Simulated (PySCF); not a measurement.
Calculated NMR parameters of 1-Butene

- Formula: C4H8
- SMILES: C=CCC
- Point group of the computed structure: C1
- Degrees of unsaturation: 1
- Carbon signals: 4
- Proton signals: 5

Mapped SMILES: `[CH2:1]=[CH:2][CH2:3][CH3:4]` (H(Xn): hydrogen on atom n). Ha(C1) is cis to C3; Hb(C1) is trans to C3.

- coordinates at the PBE0-D3(BJ)/def2-TZVP level
- shieldings: GIAO B97-2/pcSseg-2
- run in PySCF
- relativity neglected, one computed conformer, isolated molecule, one averaged value for each set of equivalent atoms

References, each an isolated molecule treated in the same way: 1H and 13C vs TMS.

| carbon | δC, type | δH (multiplicity) | HMBC from (2–3 bonds) | span of the C tensor (ppm) |
| --- | --- | --- | --- | --- |
| C1 | 120.5, CH2 | Ha(C1) 5.31 (m); Hb(C1) 5.19 (m) | H(C2), H(C3) | 200 |
| C2 | 152.3, CH | 6.20 (m) | Ha(C1), Hb(C1), H(C3), H(C4) | 243 |
| C3 | 34.3, CH2 | 2.17 (m) | H(C2), Ha(C1), Hb(C1), H(C4) | 27 |
| C4 | 17.7, CH3 | 1.02 (t) | H(C2), H(C3) | 27 |

- Carbon types of the structure: 1 × CH, 2 × CH2, 1 × CH3, which accounts for all hydrogens.
- δC 152.3: alkene CH; as expected for a trigonal carbon in a double bond.
- δC 120.5: terminal =CH2 carbon; the olefinic region.
- δC 17.7: methyl carbon; a saturated carbon with 1 carbon neighbour and no heteroatom attached.
- δH 5.31, 5.19: hydrogen on a terminal =CH2 carbon; attached to an sp2 carbon and in the plane of the double bond.
- δH 2.17: hydrogen on an allylic sp3 CH2; allylic position.

Shifts are as computed. Against solution values, carbons near 30 ppm lie about +3 ppm off and those near 130 ppm about +7 ppm. Of 1211 compounds with measured shifts, 218 miss one by over three times the rms of a fit or turn the order of signals round; such compounds aren't used in these exercises. No couplings were computed; multiplicities are counted from neighbouring protons, with m where these are inequivalent, close in shift, in a saturated or five-membered ring or joined by F or P, and br s for small geminal =CH2 splittings.
